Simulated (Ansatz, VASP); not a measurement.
TePb: VASP beside Ansatz

```
CELL_PARAMETERS angstrom
4.00229 0.00000 0.00000
0.00000 4.00229 0.00000
0.00000 0.00000 4.00229
ATOMIC_POSITIONS crystal
Pb 0.00000 0.00000 0.00000
Te 0.50000 0.50000 0.50000
```

Measurements of this composition are mostly on another form, of space group No. 225.

Alike in both runs: task relaxation of cell and atoms; functional revPBE; k mesh 7 × 7 × 7; occupations fermi-dirac, width 0.05 eV; no spin polarisation.

|  | VASP | Ansatz |
| --- | --- | --- |
| version | VASP 6.6.1 | Ansatz 0.2.0 |
| potentials or method | VASP PAW PBE potentials, release 64 (Pb_d, Te), cutoff 600 eV | all-electron LAPW, scalar-relativistic |

```csv
,VASP,Ansatz,Ansatz less VASP
relaxed volume (Å³/atom),32.94,32.95,+0.013
relaxed cell length with the largest relative difference (Å),4.039,4.039,+0.0005
energy change over the relaxation (meV/atom),-3,-3,-0.2
```

Ansatz ran all-electron here, so the differences hold the error of VASP's frozen core and of both bases.

Caveats: the PAW data sets were made with another functional, which shifts forces and pressure a little (VASP). The runs have no spin-orbit coupling, so splittings on Pb, Te are missing.
